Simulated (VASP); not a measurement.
# CdF4 (I4/mmm) in VASP: reference runs

Reference runs on CdF4: the cell as given.

Everything below comes from runs of VASP 6.6.1. Logs are shortened: lines on timing, memory, paths and dates and some standing lists are left out, and cuts for length are marked.

## 1. Starting point

It takes space group I4/mmm (No. 139, tetragonal). The conventional cell has a = 4.115 Å, b = 4.115 Å, c = 7.780 Å, α = 90.00°, β = 90.00°, γ = 90.00°. Cd (site symmetry 4/mmm) has 6 F at 1.91 to 2.06 Å as nearest neighbours. Around F (site symmetry 4mm) lie 1 Cd at 1.91 Å. F (site symmetry mmm) has 2 Cd at 2.06 Å as nearest neighbours.

The cell was built by a generator and needn't be a form met in nature.

## 2. Single point, PBE

INCAR

```
SYSTEM = CdF4
  PREC = Accurate
  ENCUT = 520
  EDIFF = 1E-7
  ISMEAR = -1
  SIGMA = 0.05
  LREAL = .False.
  LASPH = .True.
  NELM = 80
  ALGO = Normal
  ISIF = 2
  LWAVE = .False.
  LCHARG = .False.
  GGA = PE
  NBANDS = 28
```

KPOINTS

```
regular mesh
0
Gamma
  9 9 9
  0 0 0
```

POSCAR

```
CdF4
1.0
   -2.0574571700      2.0574571700      3.8901294200
    2.0574571700     -2.0574571700      3.8901294200
    2.0574571700      2.0574571700     -3.8901294200
Cd F
1 4
Direct
    0.0000000000      0.0000000000      0.0000000000
    0.2450000000      0.2450000000      0.0000000000
    0.7550000000      0.7550000000      0.0000000000
    0.5000000000      0.0000000000      0.5000000000
    0.0000000000      0.5000000000      0.5000000000
```

Potentials or basis: VASP PAW PBE potentials, release 64 (Cd, F).

On the command line:

```console
cat potpaw_PBE.64/Cd/POTCAR potpaw_PBE.64/F/POTCAR > POTCAR
mpirun -np 1 vasp_std > vasp.out
```

OUTCAR:

```text
SYSTEM = CdF4
   PREC = Accurate
   ENCUT = 520
   EDIFF = 1E-7
   ISMEAR = -1
   LREAL = .False.
   LASPH = .True.
   NELM = 80
   ISIF = 2
   GGA = PE

 ion  position               nearest neighbor table
   1  0.000  0.000  0.000-   2 1.91   3 1.91   4 2.06   5 2.06   5 2.06   4 2.06
   2  0.245  0.245  0.000-   1 1.91
   3  0.755  0.755  0.000-   1 1.91
   4  0.500  0.000  0.500-   1 2.06   1 2.06
   5  0.000  0.500  0.500-   1 2.06   1 2.06

  LATTYP: Found a body centered tetragonal cell.
 ALAT       =     4.1149143400
 C/A-ratio  =     1.8907462458

  Lattice vectors:

 A1 = (  -2.0574571700,   2.0574571700,   3.8901294200)
 A2 = (   2.0574571700,  -2.0574571700,   3.8901294200)
 A3 = (   2.0574571700,   2.0574571700,  -3.8901294200)

Analysis of symmetry for initial positions (statically):
=====================================================================
 Subroutine PRICEL returns:
 Original cell was already a primitive cell.

 Routine SETGRP: Setting up the symmetry group for a
 body centered tetragonal supercell.

 Subroutine GETGRP returns: Found 16 space group operations
 (whereof 16 operations were pure point group operations)
 out of a pool of 16 trial point group operations.

The static configuration has the point symmetry D_4h.

Analysis of symmetry for dynamics (positions and initial velocities):
=====================================================================
 Subroutine PRICEL returns:
 Original cell was already a primitive cell.

 Routine SETGRP: Setting up the symmetry group for a
 body centered tetragonal supercell.

 Subroutine GETGRP returns: Found 16 space group operations
 (whereof 16 operations were pure point group operations)
 out of a pool of 16 trial point group operations.

The dynamic configuration has the point symmetry D_4h.

 Subroutine INISYM returns: Found 16 space group operations
 (whereof 16 operations are pure point group operations),
 and found     1 'primitive' translations

----------------------------------------------------------------------------------------

                                     Primitive cell

  volume of cell :      65.8697

  direct lattice vectors                    reciprocal lattice vectors
    -2.057457170  2.057457170  3.890129420     0.000000000  0.243018425  0.128530428
     2.057457170 -2.057457170  3.890129420     0.243018425  0.000000000  0.128530428
     2.057457170  2.057457170 -3.890129420     0.243018425  0.243018425  0.000000000

  length of vectors
     4.857917961  4.857917961  4.857917961     0.274914579  0.274914579  0.343679952

  position of ions in fractional coordinates (direct lattice)
     0.000000000  0.000000000  0.000000000
     0.245000000  0.245000000  0.000000000
     0.755000000  0.755000000  0.000000000
     0.500000000  0.000000000  0.500000000
     0.000000000  0.500000000  0.500000000

  ion indices of the primitive-cell ions
   primitive index   ion index
                 1           1
                 2           2
                 3           3
                 4           4
                 5           5

----------------------------------------------------------------------------------------

 KPOINTS: regular mesh

Automatic generation of k-mesh.
 Grid dimensions read from file:
 generate k-points for:    9    9    9

 Generating k-lattice:

  Cartesian coordinates                     Fractional coordinates (reciprocal lattice)
     0.000000000  0.027002047  0.014281159     0.111111111  0.000000000  0.000000000
     0.027002047  0.000000000  0.014281159     0.000000000  0.111111111  0.000000000
     0.027002047  0.027002047  0.000000000     0.000000000  0.000000000  0.111111111

  Length of vectors
     0.030546064  0.030546064  0.038186661

  Shift w.r.t. Gamma in fractional coordinates (k-lattice)
     0.000000000  0.000000000  0.000000000

 Subroutine IBZKPT returns following result:
 ===========================================

 Found     75 irreducible k-points:

 Following reciprocal coordinates:
            Coordinates               Weight
  0.000000  0.000000  0.000000      1.000000
  0.111111  0.000000  0.000000      8.000000
  0.222222  0.000000 -0.000000      8.000000
  0.333333  0.000000 -0.000000      8.000000
  0.444444  0.000000 -0.000000      8.000000
  0.111111  0.111111  0.000000      8.000000
[... 16 lines left out ...]
 -0.333333  0.333333  0.000000      4.000000
  0.444444  0.444444 -0.000000      8.000000
 [... further k-points ...]
   k-points           NKPTS =     75   k-points in BZ     NKDIM =     75   number of bands    NBANDS=     28
   number of dos      NEDOS =    301   number of ions     NIONS =      5
   total plane-waves  NPLWV =  46656
   dimension x,y,z NGX =    36 NGY =   36 NGZ =   36
   dimension x,y,z NGXF=    72 NGYF=   72 NGZF=   72
   ions per type =               1   4
   NGX,Y,Z   is equivalent  to a cutoff of  12.32, 12.32, 12.32 a.u.
   NGXF,Y,Z  is equivalent  to a cutoff of  24.64, 24.64, 24.64 a.u.
 SYSTEM =  CdF4
   PREC   = accura    normal or accurate (medium, high low for compatibility)
   ISTART =      0    job   : 0-new  1-cont  2-samecut
   ICHARG =      2    charge: 1-file 2-atom 10-const
   ISPIN  =      1    spin polarized calculation?
   LNONCOLLINEAR =      F non collinear calculations
   LSORBIT =      F    spin-orbit coupling
   LASPH  =      T    aspherical Exc in radial PAW
   ENCUT  =  520.0 eV  38.22 Ry    6.18 a.u.   9.03  9.03  9.03*2*pi/ulx,y,z
   NELM   =     80;   NELMIN=  2; NELMDL= -5     # of ELM steps
   EDIFF  = 0.1E-06   stopping-criterion for ELM
   LREAL  =      F    real-space projection
   EDIFFG = 0.1E-05   stopping-criterion for IOM
   NSW    =      0    number of steps for IOM
   IBRION =     -1    ionic relax: 0-MD 1-quasi-New 2-CG
   NFREE  =      0    steps in history (QN), initial steepest desc. (CG)
   ISIF   =      2    stress and relaxation
   ISYM   =      2    0-nonsym 1-usesym 2-fastsym
   POTIM  = 0.5000    time-step for ionic-motion
   TEBEG  =    0.0;   TEEND  =   0.0 temperature during run
   PSTRESS=    0.0 pullay stress
   NELECT =      40.0000    total number of electrons
   NUPDOWN=      -1.0000    fix difference up-down
   EMIN   =  10.00;   EMAX   =-10.00  energy-range for DOS
   EFERMI =   0.00;   METHOD = LEGACY
   ISMEAR =    -1;   SIGMA  =   0.05  broadening in eV -4-tet -1-fermi 0-gaus
   EFERMI_NEDOS =   21; number of points for ismear=-14 and -15
   IALGO  =     38    algorithm
   IMIX   =      4    mixing-type and parameters
     AMIX     =   0.40;   BMIX     =  1.00
     AMIX_MAG =   1.60;   BMIX_MAG =  1.00
  volume/ion in A,a.u.               =      13.17        88.90
  Fermi-wavevector in a.u.,A,eV,Ry     =   1.386329  2.619782 26.149144  1.921908
  Thomas-Fermi vector in A             =   2.510655
   LORBIT       =      0    0 simple, 1 ext, 2 COOP (PROOUT), +10 PAW based schemes
   GGA     = PE    functional components
[... 5 lines left out ...]
 non-spin polarized calculation
  energy-cutoff  :      520.00
  volume of cell :       65.87
 maximum number of plane-waves:      1806
   NGX = 19   NGY = 19   NGZ = 19

 number of electron      40.0000010 magnetization

 Free energy of the ion-electron system (eV)
  ---------------------------------------------------
  ext. energy  EPLUGINS =         0.00000000
  ---------------------------------------------------
  free energy    TOTEN  =       -12.65811780 eV

  energy without entropy =      -12.62417301  energy(sigma->0) =      -12.64114540

 E-fermi :  -3.1310     XC(G=0):  -9.6020

 val. band max:       -3.1360038224   @ k =  -0.2222  -0.4444   0.2222
 cond. band min:      -3.1130230454   @ k =  -0.1111  -0.3333   0.1111
 fundamental gap:      0.0229807769
 Fermi energy:        -3.1309922253

 k-point     1 :       0.0000    0.0000    0.0000
  band No.  band energies     occupation
      1     -24.1506      2.00000
      2     -23.6769      2.00000
      3     -23.4434      2.00000
      4     -23.0793      2.00000
      5     -10.0393      2.00000
      6      -9.5897      2.00000
[... 20 lines left out ...]
     27      13.6728      0.00000
     28      13.7627      0.00000

 k-point     2 :       0.1111    0.0000    0.0000
  band No.  band energies     occupation
      1     -24.1218      2.00000
      2     -23.6741      2.00000
      3     -23.4427      2.00000
      4     -23.0915      2.00000
      5     -10.0802      2.00000
      6      -9.6113      2.00000
[... 20 lines left out ...]
     27      13.4536      0.00000
     28      13.8339      0.00000

 k-point     3 :       0.2222    0.0000   -0.0000
  band No.  band energies     occupation
      1     -24.0442      2.00000
      2     -23.6672      2.00000
      3     -23.4414      2.00000
      4     -23.1235      2.00000
      5     -10.2523      2.00000
      6      -9.6616      2.00000
[... 20 lines left out ...]
     27      13.6323      0.00000
     28      14.2441      0.00000

 k-point     4 :       0.3333    0.0000   -0.0000
  band No.  band energies     occupation
      1     -23.9449      2.00000
      2     -23.6600      2.00000
      3     -23.4454      2.00000
      4     -23.1634      2.00000
      5     -10.5892      2.00000
      6      -9.7388      2.00000
[... 578 lines left out ...]
     27      13.2986      0.00000
     28      14.0776      0.00000

 k-point    23 :      -0.3333    0.3333    0.0000
  band No.  band energies     occupation
      1     -23.8096      2.00000
      2     -23.6304      2.00000
      3     -23.4410      2.00000
      4     -23.1805      2.00000
      5     -10.6154      2.00000
      6     -10.5763      2.00000
[... 20 lines left out ...]
     27      13.1470      0.00000
     28      13.6982      0.00000

 k-point    24 :       0.4444    0.4444   -0.0000
  band No.  band energies     occupation
      1     -23.6257      2.00000
      2     -23.6256      2.00000
      3     -23.5022      2.00000
      4     -23.2179      2.00000
      5     -10.9623      2.00000
      6     -10.7728      2.00000
[... 20 lines left out ...]
     27      13.2583      0.00000
     28      14.9648      0.00000

 [... further k-points ...]
[... 5 lines left out ...]
  --------------------------------------------------------------------------------------
  -------------------------------------------------------------------------------------
  Total        3.7330620      3.7330620      6.1997968      0.0000000      0.0000000     -0.0000000
  in kB       90.8008963     90.8008963    150.8003641      0.0000000      0.0000000     -0.0000000
  external PRESSURE =     110.8007189 kB  Pullay stress =       0.0000000 kB

 VOLUME and BASIS-vectors are now :
 -----------------------------------------------------------------------------
  energy-cutoff  :      520.00
  volume of cell :       65.87
      direct lattice vectors                 reciprocal lattice vectors
    -2.057457170  2.057457170  3.890129420     0.000000000  0.243018425  0.128530428
     2.057457170 -2.057457170  3.890129420     0.243018425  0.000000000  0.128530428
     2.057457170  2.057457170 -3.890129420     0.243018425  0.243018425  0.000000000

 POSITION                                       TOTAL-FORCE (eV/Angst)
 -----------------------------------------------------------------------------------
      0.00000      0.00000      0.00000         0.000000      0.000000     -0.000000
      0.00000      0.00000      1.90616        -0.000000     -0.000000      1.372068
      0.00000      0.00000      5.87410         0.000000      0.000000     -1.372068
      0.00000      2.05746      0.00000         0.000000      0.000000     -0.000000
      2.05746      0.00000      0.00000         0.000000      0.000000     -0.000000
 -----------------------------------------------------------------------------------
    total drift:                                0.000000      0.000000     -0.000000

  FREE ENERGIE OF THE ION-ELECTRON SYSTEM (eV)
  ---------------------------------------------------
  free  energy   TOTEN  =       -12.6581177989 eV

  energy  without entropy=      -12.6241730071  energy(sigma->0) =      -12.64114540
```

It took 1.8 min on 1 thread of AMD EPYC 9R45 (Zen 5), shared host; peak memory 0.24 GiB.

Results:

| Item | Value |
| --- | --- |
| Free energy | -12.6581 eV |
| Pressure | 11.1 GPa |
| Largest force | 1.372 eV/Å |
| Band gap on the k mesh | none (metal or under the smearing width) |

Forces in eV/Å, atoms in the order of the input:
```
Cd   0.000  0.000  0.000
F    0.000  0.000  1.372
F    0.000  0.000 -1.372
F    0.000  0.000  0.000
F    0.000  0.000  0.000
```

Levels at points of the mesh, in eV from the Fermi level:
```csv
k point,band 16,band 17,band 18,band 19,band 20,band 21,band 22,band 23,band 24,band 25
"(0.00, 0.00, 0.00)",-0.90,-0.90,-0.76,-0.71,-0.32,-0.32,6.71,14.06,15.62,15.62
```

Caveat: forces of over 1 eV/Å show positions far from the minimum, so gaps and moduli don't describe the material at rest.
